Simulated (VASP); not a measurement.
# CdSe in VASP: how settings move the PBE single point

Aim: see what changed inputs do to the PBE single point of CdSe (zincblende), under +2.0 % biaxial strain in the (111) plane, free along [111].

The runs shown are made with VASP 6.6.1. PAW datasets, plane waves. No spin polarisation and no zero-point or thermal motion.

## 1. The cell

The cell comes from an earlier relaxation with r2SCAN in another program, then strained, with the atoms relaxed again.

It is trigonal, R3m (No. 160); conventional cell a = 4.425 Å, c = 10.434 Å, 29.49 Å³ an atom. Around Cd lie 4 Se at 2.66–2.68 Å; around Se lie 4 Cd at 2.66–2.68 Å.

Structure file:

```cif
data_structure
_symmetry_space_group_name_H-M 'P 1'
_symmetry_Int_Tables_number 1
_cell_length_a 4.3157
_cell_length_b 4.3157
_cell_length_c 4.3157
_cell_angle_alpha 61.687
_cell_angle_beta 61.687
_cell_angle_gamma 61.687
_cell_volume 58.99
loop_
_atom_site_label
_atom_site_type_symbol
_atom_site_fract_x
_atom_site_fract_y
_atom_site_fract_z
_atom_site_occupancy
Cd1 Cd 0.99740 0.99740 0.99740 1
Se1 Se 0.25260 0.25260 0.25260 1
```

## 2. Reference

The input, INCAR:

```
ENCUT = 520.000000
SIGMA = 0.020000
EDIFF = 1.00e-07
GGA = PE
PREC = Accurate
IBRION = -1
ISIF = 2
ISMEAR = -1
NBANDS = 16
NELM = 120
NSW = 0
LASPH = .TRUE.
LCHARG = .FALSE.
LWAVE = .FALSE.
LREAL = .FALSE.
```

The input, KPOINTS:

```
KPOINTS created by Atomic Simulation Environment
0
Gamma
8 8 8
0 0 0
```

The input, POSCAR:

```
Cd Se
 1.0000000000000000
    -0.0779848093000000    3.0511517754000002    3.0511517754000002
     3.0511517754000002   -0.0779848093000000    3.0511517754000002
     3.0511517754000002    3.0511517754000002   -0.0779848093000000
 Cd  Se
   1   1
Cartesian
 -0.0156851415441097 -0.0156851415441097 -0.0156851415441097
  1.5217648269191097  1.5217648269191097  1.5217648269191097
```

A file KPOINTS_OPT adds named points for the levels; it doesn't enter the self-consistent loop.

Potentials: the recommended PBE PAW datasets, 18 valence electrons.

Run with:

```bash
> mpirun -np 1 vasp_std
```

The closing lines of the self-consistent loop in OSZICAR:

```text
DAV:  12    -0.549052417268E+01    0.25169E-06   -0.16494E-06  2448   0.143E-02    0.709E-03
DAV:  13    -0.549052483674E+01   -0.66407E-06   -0.19100E-06  2552   0.721E-03    0.301E-03
DAV:  14    -0.549052482009E+01    0.16650E-07   -0.64007E-08  2048   0.175E-03
   1 F= -.54905248E+01 E0= -.54905248E+01  d E =-.442515E-07
```

Run time: 37 s. Hardware: 1 MPI rank of Intel Xeon Platinum 8488C, shared host; peak memory 0.23 GiB.

It gives: energy (σ→0) -5.4905 eV, pressure 0.59 GPa, gap on the mesh 0.43 eV.

## 3. Variant 1

INCAR, as its differences from that of step 2:

```diff
@@ -9,3 +9,2 @@
 NBANDS = 16
-NELM = 120
 NSW = 0
@@ -15 +14,3 @@
 LREAL = .FALSE.
+NELECT = 19
+NELM = 87
```

KPOINTS is that of step 2.

POSCAR is that of step 2.

Run with:

```bash
> mpirun -np 1 vasp_std
```

Printed to the terminal (iteration lines stand in OSZICAR):

```text
POSCAR found type information on POSCAR CdSe
 POSCAR found :  2 types and       2 ions
 LDA part: xc-table for (Slater+PW92), standard interpolation
 POSCAR, INCAR and KPOINTS ok, starting setup
 FFT: planning ... GRIDC
 FFT: planning ... GRID_SOFT
 FFT: planning ... GRID
 WAVECAR not read
 entering main loop
 the old and the new charge density differ
    0.831E+00
```

OSZICAR:

```text
N       E                     dE             d eps       ncg     rms          rms(c)
DAV:   1     0.116774913551E+03    0.11677E+03   -0.90593E+03  2104   0.103E+03
DAV:   2     0.171047619693E+01   -0.11506E+03   -0.11021E+03  2560   0.259E+02
DAV:   3    -0.256495914391E+01   -0.42754E+01   -0.42684E+01  2488   0.518E+01
DAV:   4    -0.258287942684E+01   -0.17920E-01   -0.17920E-01  2648   0.335E+00
DAV:   5    -0.258299423024E+01   -0.11480E-03   -0.11480E-03  2512   0.232E-01    0.831E+00
DAV:   6    -0.222520177540E+01    0.35779E+00   -0.13613E+00  2624   0.735E+00    0.548E+00
DAV:   7    -0.221476661295E+01    0.10435E-01   -0.18722E-01  2312   0.286E+00    0.253E+00
DAV:   8    -0.221268079477E+01    0.20858E-02   -0.12506E-02  2704   0.133E+00    0.235E-01
DAV:   9    -0.221263798570E+01    0.42809E-04   -0.44315E-04  2520   0.252E-01    0.741E-02
DAV:  10    -0.221269915549E+01   -0.61170E-04   -0.14582E-04  2456   0.112E-01    0.291E-02
DAV:  11    -0.221271376401E+01   -0.14609E-04   -0.38452E-05  2424   0.687E-02    0.449E-03
DAV:  12    -0.221271389149E+01   -0.12748E-06   -0.19948E-06  2640   0.168E-02    0.241E-03
DAV:  13    -0.221271368216E+01    0.20934E-06   -0.38566E-07  2384   0.438E-03    0.586E-04
DAV:  14    -0.221271371000E+01   -0.27839E-07   -0.40511E-08  1568   0.135E-03
   1 F= -.22127137E+01 E0= -.22122419E+01  d E =-.943542E-03
```

OUTCAR, selected sections:

```text
k-points           NKPTS =     65   k-points in BZ     NKDIM =     65   number of bands    NBANDS=     16

   NELECT =      19.0000    total number of electrons

   dimension x,y,z NGX =    32 NGY =   32 NGZ =   32
   dimension x,y,z NGXF=    64 NGYF=   64 NGZF=   64

  energy-cutoff  :      520.00
  volume of cell :       58.99
      direct lattice vectors                 reciprocal lattice vectors
    -0.077984809  3.051151775  3.051151775    -0.157720025  0.161856949  0.161856949
     3.051151775 -0.077984809  3.051151775     0.161856949 -0.157720025  0.161856949
     3.051151775  3.051151775 -0.077984809     0.161856949  0.161856949 -0.157720025

 k-points in reciprocal lattice and weights: KPOINTS created by Atomic Simulation Env
   0.00000000  0.00000000  0.00000000       0.002
   0.12500000  0.00000000  0.00000000       0.012
   0.25000000  0.00000000  0.00000000       0.012
   0.37500000  0.00000000  0.00000000       0.012
   0.50000000  0.00000000  0.00000000       0.006
   0.12500000  0.12500000 -0.00000000       0.012
   0.25000000  0.12500000  0.00000000       0.023
   0.37500000  0.12500000 -0.00000000       0.023
[... 57 more k-points ...]

 E-fermi :   3.7137

 k-point     1 :       0.0000    0.0000    0.0000
  band No.  band energies     occupation
      1     -11.8498      2.00000
      2      -7.1877      2.00000
      3      -7.1877      2.00000
      4      -7.1760      2.00000
      5      -6.8512      2.00000
      6      -6.8512      2.00000
      7       0.4575      2.00000
      8       0.4575      2.00000
      9       0.5387      2.00000
     10       0.6861      2.00000
     11       6.0234      0.00000
     12       6.0234      0.00000
     13       6.4582      0.00000
     14       9.4235      0.00000
     15      11.2224      0.00000
     16      11.2224      0.00000

 k-point     2 :       0.1250    0.0000    0.0000
  band No.  band energies     occupation
      1     -11.7980      2.00000
      2      -7.1716      2.00000
      3      -7.1649      2.00000
      4      -7.1431      2.00000
      5      -6.8530      2.00000
      6      -6.8512      2.00000
      7      -0.8395      2.00000
      8       0.3389      2.00000
      9       0.4458      2.00000
     10       1.7632      2.00000
     11       5.8203      0.00000
     12       6.2349      0.00000
     13       6.5835      0.00000
     14      10.1303      0.00000
     15      10.2771      0.00000
     16      10.4732      0.00000

 k-point     3 :       0.2500    0.0000    0.0000
  band No.  band energies     occupation
      1     -11.6708      2.00000
      2      -7.1360      2.00000
      3      -7.1320      2.00000
      4      -7.0036      2.00000
      5      -6.8529      2.00000
      6      -6.8459      2.00000
      7      -2.2244      2.00000
      8       0.0782      2.00000
      9       0.1911      2.00000
     10       2.4562      2.00000
     11       5.9541      0.00000
     12       6.5881      0.00000
     13       6.8092      0.00000
     14       9.8015      0.00000
     15       9.9385      0.00000
     16      10.2963      0.00000

[... the tables of k-points 4 to 65 left out ...]

  Total        9.1873742      9.1873742      9.1873742     -0.1463277     -0.1463277     -0.1463277
  in kB      249.5427771    249.5427771    249.5427771     -3.9744782     -3.9744782     -3.9744782
  external PRESSURE =     249.5427771 kB  Pullay stress =       0.0000000 kB

 POSITION                                       TOTAL-FORCE (eV/Angst)
 -----------------------------------------------------------------------------------
      6.00863      6.00863      6.00863        -0.118372     -0.118372     -0.118372
      1.52176      1.52176      1.52176         0.118372      0.118372      0.118372
 -----------------------------------------------------------------------------------
    total drift:                                0.000313      0.000313      0.000313

  FREE ENERGIE OF THE ION-ELECTRON SYSTEM (eV)
  ---------------------------------------------------
  free  energy   TOTEN  =        -2.2127137100 eV

  energy  without entropy=       -2.2117701675  energy(sigma->0) =       -2.21224194
```

It took 52 s on 1 MPI rank of Intel Xeon Platinum 8488C, shared host; peak memory 0.21 GiB.

Changed: NELECT = 19, NELM = 87. VASP runs to the end. Its total energy is on another scale than the reference's; the pressure goes from 0.6 to 25.0 GPa. The pressure of a charged cell depends on the background and is no physical response. The cell is charged, with a uniform background to balance it.

## 4. Variant 2

INCAR, as its differences from that of step 2:

```diff
@@ -14,2 +14,2 @@
 LWAVE = .FALSE.
-LREAL = .FALSE.
+LREAL = .TRUE.
```

The input, KPOINTS:

```
KPOINTS created by Atomic Simulation Environment
0
Gamma
3 3 3
0 0 0
```

POSCAR is that of step 2.

Run with:

```bash
> mpirun -np 1 vasp_std
```

Standard output, without the iteration lines:

```text
POSCAR found type information on POSCAR CdSe
 POSCAR found :  2 types and       2 ions
 -----------------------------------------------------------------------------
|                                                                             |
|                                                                             |
|     You have a (more or less) 'small supercell' and for smaller cells       |
|     it is recommended to use the reciprocal-space projection scheme!        |
|     The real-space optimization is not efficient for small cells and it     |
|     is also less accurate ...                                               |
|     Therefore, set LREAL=.FALSE. in the INCAR file.                         |
|                                                                             |
 -----------------------------------------------------------------------------

 -----------------------------------------------------------------------------
|                                                                             |
|           W    W    AA    RRRRR   N    N  II  N    N   GGGG   !!!           |
|           W    W   A  A   R    R  NN   N  II  NN   N  G    G  !!!           |
|           W    W  A    A  R    R  N N  N  II  N N  N  G       !!!           |
|           W WW W  AAAAAA  RRRRR   N  N N  II  N  N N  G  GGG   !            |
|           WW  WW  A    A  R   R   N   NN  II  N   NN  G    G                |
|           W    W  A    A  R    R  N    N  II  N    N   GGGG   !!!           |
|                                                                             |
|     The real-space projection scheme for the treatment of the non-local     |
|     real-space optimization of all non-local projectors! BE WARNED that     |
|     a calculation using the real-space projection scheme together with      |
|     non-local projectors which were not real-space optimized (according     |
|     to the plane-wave cutoff used in this calculation) might give more      |
|     or less inaccurate results. I hope you know what you are doing.         |
|                                                                             |
 -----------------------------------------------------------------------------

 LDA part: xc-table for (Slater+PW92), standard interpolation
 POSCAR, INCAR and KPOINTS ok, starting setup
 FFT: planning ... GRIDC
 FFT: planning ... GRID_SOFT
 FFT: planning ... GRID
 WAVECAR not read
 entering main loop
```

OSZICAR:

```text
N       E                     dE             d eps       ncg     rms          rms(c)
DAV:   1     0.921649596420E+02    0.92165E+02   -0.89966E+03   208   0.100E+03
DAV:   2    -0.223305799055E+01   -0.94398E+02   -0.89964E+02   248   0.231E+02
DAV:   3    -0.571620279886E+01   -0.34831E+01   -0.34789E+01   224   0.452E+01
DAV:   4    -0.573163158204E+01   -0.15429E-01   -0.15428E-01   240   0.300E+00
DAV:   5    -0.573173927709E+01   -0.10770E-03   -0.10769E-03   224   0.218E-01    0.585E+00
DAV:   6    -0.531183998902E+01    0.41990E+00   -0.61774E-01   280   0.886E+00    0.476E+00
DAV:   7    -0.528398110245E+01    0.27859E-01   -0.18273E-01   208   0.275E+00    0.206E+00
DAV:   8    -0.528584657015E+01   -0.18655E-02   -0.15841E-02   200   0.149E+00    0.277E-01
DAV:   9    -0.528625045805E+01   -0.40389E-03   -0.16479E-03   232   0.501E-01    0.545E-02
DAV:  10    -0.528637737101E+01   -0.12691E-03   -0.19984E-04   232   0.162E-01    0.507E-02
DAV:  11    -0.528645431168E+01   -0.76941E-04   -0.12097E-04   224   0.674E-02    0.182E-02
DAV:  12    -0.528645355932E+01    0.75237E-06   -0.35552E-06   200   0.208E-02    0.664E-03
DAV:  13    -0.528645444629E+01   -0.88697E-06   -0.20798E-06   232   0.751E-03    0.300E-03
DAV:  14    -0.528645443644E+01    0.98505E-08   -0.89946E-08   192   0.195E-03
   1 F= -.52864544E+01 E0= -.52864532E+01  d E =-.246113E-05
```

Parts of OUTCAR:

```text
k-points           NKPTS =      6   k-points in BZ     NKDIM =      6   number of bands    NBANDS=     16

   NELECT =      18.0000    total number of electrons

   dimension x,y,z NGX =    32 NGY =   32 NGZ =   32
   dimension x,y,z NGXF=    64 NGYF=   64 NGZF=   64

  energy-cutoff  :      520.00
  volume of cell :       58.99
      direct lattice vectors                 reciprocal lattice vectors
    -0.077984809  3.051151775  3.051151775    -0.157720025  0.161856949  0.161856949
     3.051151775 -0.077984809  3.051151775     0.161856949 -0.157720025  0.161856949
     3.051151775  3.051151775 -0.077984809     0.161856949  0.161856949 -0.157720025

 k-points in reciprocal lattice and weights: KPOINTS created by Atomic Simulation Env
   0.00000000  0.00000000  0.00000000       0.037
   0.33333333 -0.00000000 -0.00000000       0.222
   0.33333333  0.33333333 -0.00000000       0.222
  -0.33333333  0.33333333  0.00000000       0.222
   0.33333333  0.33333333  0.33333333       0.074
  -0.33333333  0.33333333  0.33333333       0.222

 E-fermi :   0.9376

 k-point     1 :       0.0000    0.0000    0.0000
  band No.  band energies     occupation
      1     -11.6497      2.00000
      2      -7.2151      2.00000
      3      -7.2151      2.00000
      4      -7.2039      2.00000
      5      -6.8954      2.00000
      6      -6.8954      2.00000
      7       0.6158      2.00000
      8       0.6158      2.00000
      9       0.7488      1.99984
     10       1.1264      0.00016
     11       6.4070      0.00000
     12       6.4070      0.00000
     13       6.8211      0.00000
     14      10.2321      0.00000
     15      11.6047      0.00000
     16      11.6047      0.00000

 k-point     2 :       0.3333   -0.0000   -0.0000
  band No.  band energies     occupation
      1     -11.4032      2.00000
      2      -7.1471      2.00000
      3      -7.1449      2.00000
      4      -6.8913      2.00000
      5      -6.8862      2.00000
      6      -6.8628      2.00000
      7      -2.7380      2.00000
      8       0.0911      2.00000
      9       0.2323      2.00000
     10       3.0021      0.00000
     11       6.9720      0.00000
     12       7.0929      0.00000
     13       7.2709      0.00000
     14      10.4641      0.00000
     15      10.8589      0.00000
     16      11.3450      0.00000

 k-point     3 :       0.3333    0.3333   -0.0000
  band No.  band energies     occupation
      1     -11.3173      2.00000
      2      -7.0540      2.00000
      3      -7.0476      2.00000
      4      -7.0295      2.00000
      5      -6.8572      2.00000
      6      -6.7905      2.00000
      7      -2.5449      2.00000
      8      -0.7717      2.00000
      9      -0.5819      2.00000
     10       4.0550      0.00000
     11       4.5003      0.00000
     12       8.4763      0.00000
     13       9.0717      0.00000
     14       9.2237      0.00000
     15      12.4770      0.00000
     16      14.4095      0.00000

[... the tables of k-points 4 to 6 left out ...]

  Total        0.2584778      0.2584778      0.2584778      0.1779651      0.1779651      0.1779651
  in kB        7.0206415      7.0206415      7.0206415      4.8337972      4.8337972      4.8337972
  external PRESSURE =       7.0206415 kB  Pullay stress =       0.0000000 kB

 POSITION                                       TOTAL-FORCE (eV/Angst)
 -----------------------------------------------------------------------------------
      6.00863      6.00863      6.00863         0.025732      0.025732      0.025732
      1.52176      1.52176      1.52176        -0.025732     -0.025732     -0.025732
 -----------------------------------------------------------------------------------
    total drift:                                0.021334      0.021334      0.021334

  FREE ENERGIE OF THE ION-ELECTRON SYSTEM (eV)
  ---------------------------------------------------
  free  energy   TOTEN  =        -5.2864544364 eV

  energy  without entropy=       -5.2864519753  energy(sigma->0) =       -5.28645321
```

Run time: 9.6 s. Hardware: 1 MPI rank of Intel Xeon Platinum 8488C, shared host; peak memory 0.17 GiB.

Changed: LREAL = .TRUE., mesh 3×3×3. VASP runs to the end. Against the reference the energy moves by +102.0 meV/atom; the gap on the mesh goes from 0.43 to 0.38 eV. These settings are too coarse to quote the result as the crystal's.

## 5. All runs together

| run | changed | ending | energy change (meV/atom) | pressure (GPa) | gap on the mesh (eV; negative: overlap) | electronic steps | time | usable |
| --- | --- | --- | --- | --- | --- | --- | --- | --- |
| ref. | – | converged | 0 | 0.6 | 0.43 | 14 | 37 s | yes |
| 1 | NELECT = 19, NELM = 87 | converged | – | 25.0 | – | 14 | 52 s | no |
| 2 | LREAL = .TRUE., mesh 3×3×3 | converged | 102.0 | 0.7 | 0.38 | 14 | 9.6 s | no |

**Reading.** Of 2 altered inputs, 2 ended normally on a faulty or unsound input.
